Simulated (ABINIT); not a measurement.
Crystal: Hg.

```xyz
2
Lattice="3.4618 0.0000 0.0000 -1.7309 2.9980 0.0000 0.0000 0.0000 5.4875" Properties=species:S:1:pos:R:3 pbc="T T T"
Hg    0.0000    1.9987    1.3719
Hg    1.7309    0.9993    4.1157
```

| Quantity | Value |
| --- | --- |
| Program | ABINIT 10.8.3 (patched build) |
| Task | single point |
| Functional | PBE |
| Potentials or basis | JTH PAW PBE v2.0 |
| Cutoff | 517 eV |
| k mesh | 9 × 9 × 5 |
| Occupations | fermi-dirac, width 0.05 eV |
| Spin | no spin polarisation |

On this cell: pressure 1.0 GPa; largest force under 0.003 eV/Å; band gap on the k mesh none (metal or under the smearing width).

The same run follows on a disturbed copy (atoms moved at random, drawn with an rms of 0.05 Å):

```xyz
2
Lattice="3.4618 0.0000 0.0000 -1.7309 2.9980 0.0000 0.0000 0.0000 5.4875" Properties=species:S:1:pos:R:3 pbc="T T T"
Hg    0.0071    2.0382    1.3259
Hg    1.7326    1.0127    4.1361
```

Task: What changes?

Result: The energy (extrapolated to zero smearing) moves by +1.6 meV/atom; pressure 1.0 GPa; largest force 0.096 eV/Å; band gap on the k mesh none (metal or under the smearing width).

Forces in eV/Å, atoms in the order of the input:
```
Hg   0.000 -0.002  0.096
Hg   0.000  0.002 -0.096
```

Stress tensor (GPa, compression positive):
```
 0.90 -0.01  0.00
-0.01  0.96 -0.01
 0.00 -0.01  1.17
```
